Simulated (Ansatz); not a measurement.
**NiO: which magnetic state does the SCF reach?**

Wanted: the lowest electronic state of NiO in this cell. One SCF may end in a higher state, so several starts are tried. NiO is taken in the deposited crystal structure (space group Fm-3m, primitive cell doubled), 4 atoms in the cell. Source: COD entry 4320499, which need not be the ambient phase.

Method: DFT HSE06, PAW, plane waves, scalar-relativistic, in Ansatz 0.2.0.

1 further run of the same task is left out (for a known fault of the program).

### 1 The starting structure

The structure is cubic, space group Fm-3m (No. 225). The conventional cell has a = 4.196 Å, b = 4.196 Å, c = 4.196 Å, α = 90.00°, β = 90.00°, γ = 90.00°. Ni (site symmetry m-3m) is surrounded by 6 O at 2.10 Å. O (site symmetry m-3m) has 6 Ni at 2.10 Å as nearest neighbours.

As a file:

```cif
data_structure
_symmetry_space_group_name_H-M 'Fm-3m'
_symmetry_Int_Tables_number 225
_cell_length_a 4.1958
_cell_length_b 4.1958
_cell_length_c 4.1958
_cell_angle_alpha 90.000
_cell_angle_beta 90.000
_cell_angle_gamma 90.000
_cell_volume 73.87
loop_
_atom_site_label
_atom_site_type_symbol
_atom_site_symmetry_multiplicity
_atom_site_Wyckoff_symbol
_atom_site_fract_x
_atom_site_fract_y
_atom_site_fract_z
_atom_site_occupancy
Ni1 Ni 4 a 0.00000 0.00000 0.00000 1
O1 O 4 b 0.00000 0.00000 0.50000 1
```

Labels such as O4 number the atoms in the order of the input file.

Planned first: parallel moments, plain SCF; opposed moments +-, plain SCF; no spin polarisation; spin on, no moments given (the program may seed its own), plain SCF. What is tried next depends on their ends.

“Plain SCF” means no search for lower states. Under a hybrid the search levels only allow a further exchange loop from another filling of the frontier levels; the end state isn't tested for a lower one. Iterations are summed over the PBE start and the exchange cycles. Ends within 0.2 meV/atom and 0.1 μB count as one state.

The total moment includes the space between the atomic spheres.

### 2 Parallel moments, plain SCF

input.yaml

```yaml
crystal:
  lattice:
    - [0.0, 2.09791, 2.09791]
    - [2.09791, 0.0, 2.09791]
    - [4.19582, 4.19582, 0.0]
  atoms:
    - { symbol: Ni, position: [0.0, 0.0, 0.0], spin: 2.0 }
    - { symbol: Ni, position: [0.0, 0.0, 0.5], spin: 2.0 }
    - { symbol: O, position: [0.5, 0.5, 0.25] }
    - { symbol: O, position: [0.5, 0.5, 0.75] }
magnetization:
  spin_polarized: true
hamiltonian:
  xc: hse06
  pseudopotentials: { kind: paw }
basis:
  ecutwfc: 420
kpoints:
  mp_grid: { grid: [5, 5, 3] }
scf:
  occupations: { method: fermi_dirac, width: 0.05 }
  lower_state_search: "off"
output:
  forces: true
  stress: true
  write_density: true
  write_potential: true
  elf: true
  volumetric_format: npy
```

Command:

```console
$ ansatz run input.yaml --threads 4 --pin off --max-ram 10240MiB --backend cpu --events-out ev --progress --plain --runs-dir out
```

Log:

```text
Warning: crystal.symmetry: narrowed to the stabiliser of the k-point mesh — unitary ops 24 → 8; excluded 16 operations that carry a point of the 5×5×3 mesh (shift [0, 0, 0]) off the mesh (the run samples exactly the mesh kpoints.mp_grid names, as under crystal.symmetry.detect: false, and its converged state has the mesh's symmetry, not the crystal's; ε∞, the Born charges and the force constants of a linear response (`dielectric:` by the response, `phonons.method: dfpt`) are averaged over those of the crystal's operations that the state keeps within a tolerance, where `mesh_tensors`, `unaveraged_element` or `gamma_mean_max_change_ev_ang2` stands beside them; a row that `dielectric.field_direction` solves alone is averaged likewise, with nothing beside; a Γ-centred mesh of equal divisions is mapped onto itself by every operation and keeps the whole group, as does a half-shifted one under kpoints.further_shifts: images)
Warning: output.stress: scf.convergence.dr2_threshold = 1e-7 eV (the SCF's general default) is looser than the 4e-10 eV advised for a printed stress (1e-10 eV for each atom of the cell: 4). What an SCF threshold leaves in a stress goes as its square root, and in the free energy as the threshold itself, and one threshold admits the most on a small cell: of the crystals measured, under no hybrid functional and no lock of the moments, on runs that ended without the residual-converged pass, on stresses that held no estimate of that error, the worst erred by over 100 MPa in a component at 1e-7 eV an atom and by under 5 at 1e-10. Set scf.convergence.dr2_threshold to 4e-10 eV or tighter. The threshold is an SCF's pass mark: one that does not reach it within its budget of iterations ends unconverged, or closes short of it on a stop that the run arms, and scf.convergence.dr2_threshold's page says what that costs each kind of run
Warning: output.stress: scf.exx.energy_threshold = 1e-6 eV is looser than the 4e-8 eV advised for a stress under a hybrid functional (1e-8 eV for each atom of the cell: 4). Every SCF of the exchange loop can meet its threshold on dr2 while the loop round them stops early: no threshold on dr2 bounds what that leaves in the stress. Set scf.exx.energy_threshold to 4e-8 eV or tighter. The threshold is the loop's pass mark: a loop that does not reach it within its budget of cycles ends unconverged, and scf.exx.energy_threshold's page has the law
Engine: ansatz 0.2.0, aarch64-unknown-linux-gnu
Pseudopotentials: kind: paw
Pseudopotential: Ni, paw, valence charge 18, recommended cutoff 420 eV (normal), Ni.paw.azcp
Pseudopotential: O, paw, valence charge 6, recommended cutoff 420 eV (normal), O.paw.azcp
Functional definition: HSE06
  parameter a = 0.25
  parameter omega = 0.11/bohr
  exchange = pbe_x - a*pbe_x_sr(omega) + a*exact_x_sr(omega)
  correlation = pbe_c
Crystal: 4 atoms, lattice volume = 36.934 Å³
Basis set: ecut = 420 eV, 707 PW (Γ), exchange–correlation on 40×40×80 points (8 copies of the dense FFT grid, shifted against one another)
Bands: 32, of which v1, the nominal top of the filled ones, is band 24 counted from 1 (23 counted from 0)
Symmetry: 8 space group operations
k-points: 24 of 75
Non-local potential: Ni, projectors of the file, l = 0: 3, l = 1: 2, l = 2: 3, l = 3: 1
Non-local potential: O, projectors of the file, l = 0: 2, l = 1: 2, l = 2: 1
PAW form: soft (Blöchl's): semilocal exchange-correlation on the pseudo side does not see the compensation charge
PAW frozen core: Ni, regenerated for the run's functional, and the local potential with it (the file was generated under x = pbe(κ = 0.804, μ = 0.2195149727645171), c = pbe(β = 0.06672455060314922))
PAW frozen core: O, regenerated for the run's functional, and the local potential with it (the file was generated under x = pbe(κ = 0.804, μ = 0.2195149727645171), c = pbe(β = 0.06672455060314922))
PAW one-centre angular grid: Ni, 590 points (default); XC on 96 Gauss nodes
PAW one-centre angular grid: O, 110 points (default); XC on 96 Gauss nodes
Initial density: superposition of atomic densities (chi_scale 0.1, normalization cell, long waves kept (reshape's long-wave potential 0.00 eV rms))
Starting moments: Σ|m| = 4 μB on 2 of 4 sites
Initial wavefunctions: pseudopotential atomic-orbital guess
Functional: x = pbe(κ = 0.804, μ = 0.2195149727645171), c = pbe(β = 0.06672455060314922), warm-up for x = pbe(κ = 0.804, μ = 0.2195149727645171) + 0.25 (exact − pbe) at short range (hse, ω = 0.20786987370883472 Å⁻¹), c = pbe(β = 0.06672455060314922); [...]
SCF iter   1: F=—  HF=-12817.480462 eV  |F-HF|=—  |Δ(HF+E_count)|=         —  Δρ=3.82e-1 (↑9.39e-2 ↓3.82e-1)  dr2=5.49e1  dr2_m=9.94e0  M=1.093 μB ∫|m|=1.094 μB  β_m=0.30  ethr=1.00e-1  ⟨swp⟩=6.0  Hψ=4317  notcnv=0
preconditioner: auto → Kerker (q_TF=auto, 2.850 Å⁻¹)  [metal: Δε(μ)=0.024 eV  Ē_g=13.780 eV  σ=0.050 eV  W_gap=0.12  n_scr=16 (ndim 8)  ℏωp=34.6 eV  f_vac=0.000  D(μ)=3.05/eV (n_scr^D=28)]
spin=Collinear: Kerker preconditioning applied to the charge; magnetization (m = ρ↑ − ρ↓) channel mixes plain (no charge-response kernel on spin).
iter 2 solved again at ethr=2.84e-3 eV; its pass at ethr=1.00e-1 eV (dr2=1.37e0 eV) is discarded
SCF iter   2: F=—  HF=-12811.307970 eV  |F-HF|=—  |Δ(HF+E_count)|=    6.17e0  Δρ=9.20e-2 (↑9.20e-2 ↓7.32e-2)  dr2=1.51e0  dr2_m=1.26e0  M=3.149 μB ∫|m|=3.158 μB  β_m=0.30  ethr=2.84e-3  ⟨swp⟩=3.5  Hψ=6766  notcnv=0  defer=9
Mixer restart at iter 2: flushing history
spin-set hold released at iteration 2 (the charge has settled, or the pull on large starting moments outlasts its swing): the magnetisation degrees of freedom join the quasi-Newton model from the next iteration; the mixer history was flushed
SCF iter   3: F=—  HF=-12811.072972 eV  |F-HF|=—  |Δ(HF+E_count)|=   2.35e-1  Δρ=8.24e-2 (↑5.25e-2 ↓8.24e-2)  dr2=5.58e-1  dr2_m=1.31e0  M=2.763 μB ∫|m|=2.770 μB  β_m=0.48  ethr=2.84e-3  ⟨swp⟩=3.1  Hψ=3637  notcnv=0  defer=3
SCF iter   4: F=—  HF=-12811.192398 eV  |F-HF|=—  |Δ(HF+E_count)|=   1.19e-1  Δρ=3.91e-2 (↑2.73e-2 ↓3.91e-2)  dr2=1.73e-1  dr2_m=2.67e-1  M=2.908 μB ∫|m|=2.914 μB  β_m=0.69  ethr=1.16e-3  ⟨swp⟩=2.1  Hψ=3078  notcnv=0  defer=1
SCF iter   5: F=—  HF=-12811.350601 eV  |F-HF|=—  |Δ(HF+E_count)|=   1.58e-1  Δρ=2.79e-2 (↑9.04e-3 ↓2.79e-2)  dr2=1.51e-1  dr2_m=8.15e-2  M=3.227 μB ∫|m|=3.236 μB  β_m=0.85  ethr=3.60e-4  ⟨swp⟩=3.0  Hψ=3921  notcnv=0  defer=1
SCF iter   6: F=—  HF=-12811.367371 eV  |F-HF|=—  |Δ(HF+E_count)|=   1.68e-2  Δρ=1.53e-2 (↑1.31e-2 ↓1.53e-2)  dr2=4.97e-2  dr2_m=5.57e-2  M=3.384 μB ∫|m|=3.394 μB  β_m=0.92  ethr=3.14e-4  ⟨swp⟩=3.0  Hψ=3535  notcnv=0
SCF iter   7: F=—  HF=-12811.371500 eV  |F-HF|=—  |Δ(HF+E_count)|=   4.13e-3  Δρ=6.21e-3 (↑6.21e-3 ↓3.07e-3)  dr2=4.14e-3  dr2_m=6.35e-3  M=3.495 μB ∫|m|=3.508 μB  β_m=0.96  ethr=1.04e-4  ⟨swp⟩=3.0  Hψ=3453  notcnv=0  defer=1
SCF iter   8: F=—  HF=-12811.372947 eV  |F-HF|=—  |Δ(HF+E_count)|=   1.45e-3  Δρ=7.72e-4 (↑7.72e-4 ↓6.36e-4)  dr2=2.95e-5  dr2_m=1.40e-4  M=3.592 μB ∫|m|=3.609 μB  β_m=0.91  ethr=8.62e-6  ⟨swp⟩=3.6  Hψ=3802  notcnv=0
[... 6 lines left out ...]
SCF 1 converged in 14 iterations: F = -12811.373060 eV  dr2 = 9.87e-11
Initial density: handed on by an earlier stage of this run
Starting moments: Σ|m| = 4 μB on 2 of 4 sites; this step starts from the density that it was given
Initial wavefunctions: those handed on with the density
Functional: x = pbe(κ = 0.804, μ = 0.2195149727645171) + 0.25 (exact − pbe) at short range (hse, ω = 0.20786987370883472 Å⁻¹), c = pbe(β = 0.06672455060314922); HSE06 as pw.x's `hse` composes it (authors' and Libxc's form: `xc: wpbeh`)
Exchange kernel: α = 0.2500, screened, ω = 0.2079 Å⁻¹, Wigner–Seitz truncation, v(0) = 1022.9579 eV·Å³, q-mesh 5×5×3, nearest image of the exchange supercell L = 14.83 Å, pair-density grid 12×12×24, without the augmentation charges, whose exchange is taken in its separable form by FFT convolution over the k-point  [...]
Frozen-core exchange: fock
[... 2 lines left out ...]
preconditioner: auto → none  [insulator: Δε(μ)=2.018 eV  Ē_g=15.865 eV  σ=0.050 eV  W_gap=1.00  n_scr=16 (ndim 8)  ℏωp=34.6 eV  f_vac=0.000  D(μ)=0.00/eV (n_scr^D=0)]
[... 5 lines left out ...]
SCF 2 stopped early in 6 iterations: F = -12810.402294 eV  dr2 = 1.29e-4
hybrid outer 1: dexx = +3.603e-1 eV, tail = 1.25e-3 eV
[... 1 line as in an earlier run ...]
Frozen-core exchange: fock
[... 1 line left out ...]
preconditioner: auto → none  [insulator: Δε(μ)=3.080 eV  Ē_g=16.159 eV  σ=0.050 eV  W_gap=1.00  n_scr=16 (ndim 8)  ℏωp=34.6 eV  f_vac=0.000  D(μ)=0.00/eV (n_scr^D=0)]
SCF iter   2: F=—  HF=-12810.400107 eV  |F-HF|=—  |Δ(HF+E_count)|=   2.68e-5  Δρ=1.13e-4 (↑7.73e-5 ↓1.13e-4)  dr2=3.34e-6  dr2_m=1.18e-6  M=4.000 μB ∫|m|=4.062 μB  β_m=0.34  ethr=8.18e-8  ⟨swp⟩=4.0  Hψ=4298  notcnv=0
SCF iter   3: F=—  HF=-12810.400110 eV  |F-HF|=—  |Δ(HF+E_count)|=   3.80e-6  Δρ=7.06e-5 (↑4.60e-5 ↓7.06e-5)  dr2=7.54e-7  dr2_m=7.17e-7  M=4.000 μB ∫|m|=4.062 μB  β_m=0.60  ethr=6.65e-9  ⟨swp⟩=3.2  Hψ=3584  notcnv=0
SCF iter   4: F=—  HF=-12810.400112 eV  |F-HF|=—  |Δ(HF+E_count)|=   1.21e-6  Δρ=6.60e-5 (↑5.76e-5 ↓6.60e-5)  dr2=2.99e-6  dr2_m=1.03e-7  M=4.000 μB ∫|m|=4.062 μB  β_m=0.50  ethr=1.52e-9  ⟨swp⟩=4.0  Hψ=4610  notcnv=0
SCF iter   5: F=—  HF=-12810.400111 eV  |F-HF|=—  |Δ(HF+E_count)|=   3.67e-7  Δρ=2.80e-5 (↑2.12e-5 ↓2.80e-5)  dr2=4.11e-7  dr2_m=2.00e-8  M=4.000 μB ∫|m|=4.062 μB  β_m=0.51  ethr=1.52e-9  ⟨swp⟩=3.0  Hψ=3375  notcnv=0
SCF iter   6: F=—  HF=-12810.400111 eV  |F-HF|=—  |Δ(HF+E_count)|=   5.40e-8  Δρ=9.12e-6 (↑3.05e-6 ↓9.12e-6)  dr2=2.48e-8  dr2_m=4.23e-9  M=4.000 μB ∫|m|=4.063 μB  β_m=0.76  ethr=8.44e-10  ⟨swp⟩=3.1  Hψ=3415  notcnv=0  defer=1
SCF iter   7: F=-12810.400111 eV  HF=-12810.400111 eV  |F-HF|=7.82e-9  |Δ(HF+E_count)|=   2.64e-9  Δρ=3.50e-6 (↑3.50e-6 ↓3.25e-6)  dr2=1.01e-8  dr2_m=6.77e-10  M=4.000 μB ∫|m|=4.063 μB  ethr=4.84e-11  ⟨swp⟩=3.7  Hψ=3968  notcnv=0
SCF 3 converged in 7 iterations: F = -12810.400111 eV  dr2 = 1.01e-8
  Residual-converged pass: ⟨swp⟩=2.7  Hψ=2775  notcnv=0  max |occ|·‖R‖ = 2.4e-6 eV (tolerance 2.4e-6 eV)  dr2=1.01e-8  dr2_m=6.87e-10  dr2_onsite=1.69e-9  max |Δocc| = 8.4e-23
hybrid outer 2: dexx = +1.605e-5 eV, tail = 1.17e-6 eV, Δε = 2.06e-2 eV (about 7.95e-4 eV left of the loop's levels)
[... 1 line as in an earlier run ...]
Frozen-core exchange: fock
SCF iter   1: F=—  HF=-12810.400111 eV  |F-HF|=—  |Δ(HF+E_count)|=         —  Δρ=1.38e-5 (↑9.00e-6 ↓1.38e-5)  dr2=9.11e-8  dr2_m=2.30e-8  M=4.000 μB ∫|m|=4.063 μB  β_m=0.30  ethr=1.21e-8  ⟨swp⟩=3.0  Hψ=3126  notcnv=0
preconditioner: auto → none  [insulator: Δε(μ)=3.080 eV  Ē_g=16.160 eV  σ=0.050 eV  W_gap=1.00  n_scr=16 (ndim 8)  ℏωp=34.6 eV  f_vac=0.000  D(μ)=0.00/eV (n_scr^D=0)]
SCF iter   2: F=—  HF=-12810.400111 eV  |F-HF|=—  |Δ(HF+E_count)|=   1.29e-8  Δρ=9.77e-6 (↑8.75e-6 ↓9.77e-6)  dr2=1.54e-8  dr2_m=2.29e-8  M=4.000 μB ∫|m|=4.063 μB  β_m=0.44  ethr=1.76e-10  ⟨swp⟩=3.8  Hψ=3636  notcnv=0
SCF iter   3: F=—  HF=-12810.400111 eV  |F-HF|=—  |Δ(HF+E_count)|=   7.46e-9  Δρ=4.99e-6 (↑4.99e-6 ↓4.47e-6)  dr2=5.17e-9  dr2_m=4.88e-9  M=4.000 μB ∫|m|=4.063 μB  β_m=0.60  ethr=3.03e-11  ⟨swp⟩=3.9  Hψ=3612  notcnv=0
SCF iter   4: F=-12810.400111 eV  HF=-12810.400111 eV  |F-HF|=2.52e-9  |Δ(HF+E_count)|=   1.74e-9  Δρ=3.64e-6 (↑1.95e-6 ↓3.64e-6)  dr2=3.74e-9  dr2_m=1.65e-9  M=4.000 μB ∫|m|=4.063 μB  ethr=9.85e-12  ⟨swp⟩=3.4  Hψ=3421  notcnv=0
SCF 4 converged in 4 iterations: F = -12810.400111 eV  dr2 = 3.74e-9
  Residual-converged pass: ⟨swp⟩=2.1  Hψ=2472  notcnv=0  max |occ|·‖R‖ = 2.4e-6 eV (tolerance 2.4e-6 eV)  dr2=3.76e-9  dr2_m=1.67e-9  dr2_onsite=1.41e-9  max |Δocc| = 7.2e-23
hybrid outer 3: dexx = +4.540e-8 eV, tail = 1.39e-8 eV, Δε = 5.42e-4 eV (about 1.22e-4 eV left of the loop's levels), ΔF = 2.58e-26 eV/Å (tail 1.00e-26)
this state was not tested for a lower state beside it, because the functional holds exact exchange (a hybrid, or Hartree-Fock), whose exchange loop this test does not read (fock_operator); [...]
hybrid SCF converged: 3 outer / 17 inner (+14 warm-up), last move |dexx| = 4.54e-8 eV, tail = 1.39e-8 eV
Magnetization: 4.0000 μB (26.0000 up, 22.0000 down)
Absolute magnetization: 4.0590 μB (∫|ρ↑−ρ↓|, with the PAW one-centre terms)
Spin contamination: 0.0061 ħ² per cell (⟨S²⟩ above its minimum at these occupations)
Per-site moments (μB) at R_I (Å): [(1.7288917758779248, 0.8653878749999999), (1.7288917758779252, 0.8653878750000001), (0.237364469958202, 0.8653878750000001), (0.23736446995820173, 0.8653878749999999)]
Free energy (F): -12810.400111 eV
Frozen-core exchange: fock
Harris-Foulkes:  -12810.400111 eV  (|F-HF|=2.52e-9)
Internal energy: -12810.400111 eV  (E = F + TS)
E sigma→0 (E₀):  -12810.400111 eV
Fermi energy:    14.162910 eV
--- Per-component energies (eV) ---
  E_band       = -825.019000
  E_kinetic    = 901.382171
  E_local      = -8038.282326  (includes V_loc(G=0)·N_el)
  E_nonlocal   = 1387.820880
  E_hartree    = 3308.706195
  E_xc         = -250.361976
  E_vxc        = -318.207928  (∫ρ·V_xc dr)
  E_exx        = -234.271860  (= α·E_x^exact, valence–valence)
  E_paw        = -3412.576068  (= ΣΔE_a)
  E_vpaw       = -906.605553  (= ΣTr[D̂ρ^β])
  E_aug_tail   = 0.005856  (compensation charges beyond the density's cutoff)
  E_ewald      = -6472.337124
  E_core_change = -0.485859  (= ΣΔE_core)
  E_smearing   = -0.000000  (= −TS)
  E_closure    = -0.000001  (closes the sum)
  Σ components = -12810.400111   (vs F -12810.400111, Δ=0.00e0)
--- Forces (eV/Å), atoms counted from 1 ---
  atom   1  Ni     0.00000000     0.00000000     0.00000000
  atom   2  Ni     0.00000000     0.00000000     0.00000000
  atom   3  O      0.00000000     0.00000000     0.00000000
  atom   4  O      0.00000000     0.00000000     0.00000000
  max |Σ_I F_I| component: 5.25e-29 eV/Å
--- Stress (GPa, compression-positive) ---
       -0.374399      -0.003172       0.004748
       -0.003172      -0.374399       0.004748
        0.004578       0.004578      -0.381963
  P = ⅓ Tr σ = -0.3769 GPa (-3.769 kbar)
--- Band table (eV; the first three rows and the last of 48) ---
  k-point 0 ↑: bands = ["-97.7222", "-97.7195", "-56.6313", "-56.6059", "-56.6058", "-56.6016", "-56.6016", "-56.6016", "-8.6018", "-7.1485", "4.3673", "5.8252", "5.8252", "7.6455", "7.6455", "8.5825", "8.5825", "8.5825", "9.1586", "9.1586", "10.0791", "10.3044", "10.3045", "10.3059", "12.6145", "12.6145", "16.1391", "20.2124", "25.2550"]
  k-point 1 ↑: bands = ["-97.7215", "-97.7201", "-56.6238", "-56.6091", "-56.6048", "-56.6048", "-56.6027", "-56.6027", "-8.2829", "-7.5637", "5.3933", "6.1621", "6.1622", "7.0236", "7.0236", "7.6071", "8.6707", "8.6707", "8.9857", "8.9857", "9.7318", "9.8726", "11.0871", "11.0872", "12.1647", "12.1648", "17.8047", "19.8551", "25.7975"]
  k-point 2 ↑: bands = ["-97.7212", "-97.7191", "-56.6272", "-56.6119", "-56.6115", "-56.6083", "-56.6031", "-56.6030", "-8.1547", "-7.1509", "5.1423", "6.0424", "6.2463", "6.8305", "6.8306", "7.1674", "8.7253", "8.7254", "8.8446", "9.2175", "9.7066", "9.9470", "11.2350", "11.3237", "11.3245", "11.6172", "18.3034", "22.0440", "24.6402"]
  k-point 23 ↓: bands = ["-94.8388", "-94.8384", "-53.5327", "-53.5313", "-53.5231", "-53.5207", "-53.5155", "-53.5108", "-6.4550", "-6.4102", "5.9197", "6.5522", "7.5664", "7.5915", "8.6354", "8.8224", "10.4249", "10.5694", "10.8760", "10.8933", "11.0421", "11.2805", "16.7249", "17.0211", "17.5028", "18.2358", "23.2784", "23.5639", "25.1194"]
  guard bands above this table: 3 of the run's 32 bands. The solve was not asked for them (output.publish_guard_bands: true or output.eigenvalues: true publishes all)
```

Run time: 26 s. Hardware: 4 threads of Arm Neoverse V1, shared host; peak memory 0.83 GiB.

The state reached is ferromagnetic, site moments Ni1 1.73, Ni2 1.73, O3 0.24, O4 0.24 μB, total 4.00 μB per cell, a gap of 3.08 eV on the k-mesh.

Density in a lattice plane of the grid's cell (edges 2.97 and 5.93 Å, at 0.000 of the third edge), which holds Ni. It is the smooth density of the valence electrons, not physical close to the nuclei.

Values in e/Å³, 12 rows by 6 columns:
```
10.11  8.51  0.65  0.18  0.17  0.95
 0.34  0.65  0.34  0.17  0.17  0.17
 0.15  0.18  0.17  0.15  0.17  0.18
 0.34  0.17  0.17  0.17  0.34  0.65
10.11  0.95  0.17  0.18  0.65  8.51
60.88 10.10  0.34  0.15  0.34 10.10
10.11  8.51  0.65  0.18  0.17  0.95
 0.34  0.65  0.34  0.17  0.17  0.17
 0.15  0.18  0.17  0.15  0.17  0.18
 0.34  0.17  0.17  0.17  0.34  0.65
10.11  0.95  0.17  0.18  0.65  8.51
60.88 10.10  0.34  0.15  0.34 10.10
```
Columns run along the first of these edges and rows up along the second, over one cell in 6 and 12 even steps from the bottom left corner. Atoms in the plane (fractional): Ni at (0.00, 0.00), Ni at (1.00, 0.50).

Spin density (up less down) in a lattice plane of the grid's cell (edges 2.97 and 5.93 Å, at 0.000 of the third edge), which holds Ni.

Ten even steps from '0' (0.00 e/Å³) to '9' (7.30 e/Å³):
```
441000000001
000000000000
000000000000
000000000000
000000000000
000000000000
000000000000
000000000000
410000000014
951000000015
441000000001
000000000000
000000000000
000000000000
000000000000
000000000000
000000000000
000000000000
410000000014
951000000015
```
Columns run along the first of these edges and rows up along the second, over one cell in 12 and 20 even steps from the bottom left corner. Atoms in the plane (fractional): Ni at (0.00, 0.00), Ni at (1.00, 0.50).

(Part 1 of 3 ends here.)
